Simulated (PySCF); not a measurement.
Which functional comes closest?

Molecule: Propanal (CCC=O, C3H6O).

Geometry:
| atom | x (Å) | y (Å) | z (Å) |
| --- | --- | --- | --- |
| C1 | -1.063 | 0.470 | -0.100 |
| C2 | 0.046 | -0.558 | -0.172 |
| C3 | 1.378 | -0.058 | 0.312 |
| O4 | 1.588 | 1.058 | 0.705 |
| H5 | -2.012 | 0.059 | -0.472 |
| H6 | -0.813 | 1.359 | -0.696 |
| H7 | -1.217 | 0.810 | 0.935 |
| H8 | -0.188 | -1.468 | 0.412 |
| H9 | 0.203 | -0.929 | -1.203 |
| H10 | 2.203 | -0.819 | 0.283 |

Geometry PBE0-D3(BJ)/def2-SVP throughout; GIAO in PySCF 2.14, gas phase, one conformer, non-relativistic; equivalent atoms averaged; basis pcSseg-2.

Reference values (measured; solution, not stated per compound (mostly CDCl3 or CCl4); Pretsch, Buehlmann, Badertscher, Structure Determination of Organic Compounds, 4th ed. (2009)): δ(C2) = 36.7 ppm, δ(C1) = 5.2 ppm, δ(H8/H9) = 2.46 ppm, δ(H5/H6/H7) = 1.13 ppm. Computed shifts are taken against TMS, calculated as an isolated molecule at each level.

Question: How do the functionals HF, LDA, PBE, BLYP, BP86, OPBE, KT2, KT3, B97-D, B3LYP, PBE0, mPW1PW91, WP04, B97-2, BHandHLYP, CAM-B3LYP, wB97X-D, LC-wPBE perform against the reference? Times are CPU seconds on shared hosts with different chips, so compare them loosely.

Answer: 
```csv
functional,kind,C2,C1,H8/H9,H5/H6/H7,mean abs. error C,mean abs. error H,core-s
HF,Hartree–Fock,38.1,8.8,2.19,1.13,2.5,0.14,5.7
LDA,LDA,48.0,4.2,2.64,0.90,6.1,0.21,14
PBE,GGA,46.1,6.8,2.55,0.95,5.5,0.13,18
BLYP,GGA,46.8,7.5,2.52,1.01,6.2,0.09,19
BP86,GGA,45.8,7.0,2.54,0.95,5.4,0.13,18
OPBE,GGA,44.1,8.0,2.56,0.94,5.1,0.15,19
KT2,GGA,43.6,6.5,2.47,0.96,4.1,0.09,18
KT3,GGA,43.4,8.1,2.47,1.00,4.8,0.07,19
B97-D,GGA,44.8,8.2,2.52,1.00,5.5,0.09,18
B3LYP,global hybrid,44.8,7.6,2.45,1.02,5.2,0.06,12
PBE0,global hybrid,43.7,7.1,2.46,0.98,4.4,0.07,12
mPW1PW91,global hybrid,43.7,7.4,2.45,0.99,4.6,0.07,12
WP04,global hybrid,43.6,10.0,2.38,1.05,5.8,0.08,20
B97-2,global hybrid,43.1,8.0,2.44,1.00,4.6,0.07,20
BHandHLYP,global hybrid,42.2,7.8,2.35,1.07,4.0,0.08,17
CAM-B3LYP,range-separated hybrid,44.1,7.0,2.43,1.04,4.6,0.06,21
wB97X-D,range-separated hybrid,43.3,7.5,2.41,1.00,4.4,0.09,34
LC-wPBE,range-separated hybrid,42.4,7.1,2.40,0.99,3.8,0.10,28
```

For ¹³C the closest is HF (2.5 ppm) and the furthest BLYP (6.2 ppm).

For ¹H the closest is B3LYP (0.06 ppm, with CAM-B3LYP, KT3, mPW1PW91, PBE0, B97-2, WP04, BHandHLYP practically level) and the furthest LDA (0.21 ppm). One molecule is a small sample, and vibrational and solvent effects are absent from the calculation.
